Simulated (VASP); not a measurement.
A run of VASP 6.6.1:

Contents of INCAR:

```
SYSTEM = Ge
PREC     = Accurate       ! precision mode
ENCUT    = 520            ! plane-wave cutoff, eV
EDIFF    = 1E-6           ! SCF threshold, eV
ISMEAR   = 0              ! smearing method
SIGMA    = 0.1            ! smearing width, eV
LREAL    = .FALSE.        ! projectors in reciprocal space
LASPH    = .TRUE.         ! aspherical terms in the spheres
NELM     = 100            ! most SCF steps
ALGO     = Fast           ! electronic algorithm
ISIF     = 2              ! what is computed and relaxed
LWAVE    = .FALSE.        ! write WAVECAR
LCHARG   = .TRUE.         ! write CHGCAR
GGA      = PE             ! functional
LELF     = .TRUE.         ! ELF
LVHAR    = .TRUE.       
NBANDS   = 21             ! bands
```

KPOINTS

```
Automatic mesh
0
G
  8 8 8
  0 0 0
```

Contents of POSCAR:

```
Ge
1.0
   -2.4759502799      2.4759502799      1.4067769199
    2.4759502799     -2.4759502799      1.4067769199
    2.4759502799      2.4759502799     -1.4067769199
Ge
2
Direct
    0.2500000000      0.7500000000      0.5000000000
    0.5000000000      0.5000000000      0.0000000000
```

Potentials or basis: VASP PAW PBE potentials, release 64 (Ge_d).

The run is started by

```sh
$ cat potpaw_PBE.64/Ge_d/POTCAR > POTCAR
$ mpirun -np 1 vasp_std > vasp.out
```

Hardware: 1 thread of Intel(R) Xeon(R) 6975P-C (Granite Rapids), with other jobs on the host.

Q: Estimate the wall time of this run.

A: Wall time 20 s on 1 thread of Intel(R) Xeon(R) 6975P-C (Granite Rapids) (shared host), peak memory 0.17 GiB. Counts: scf iterations 13, k points 59.
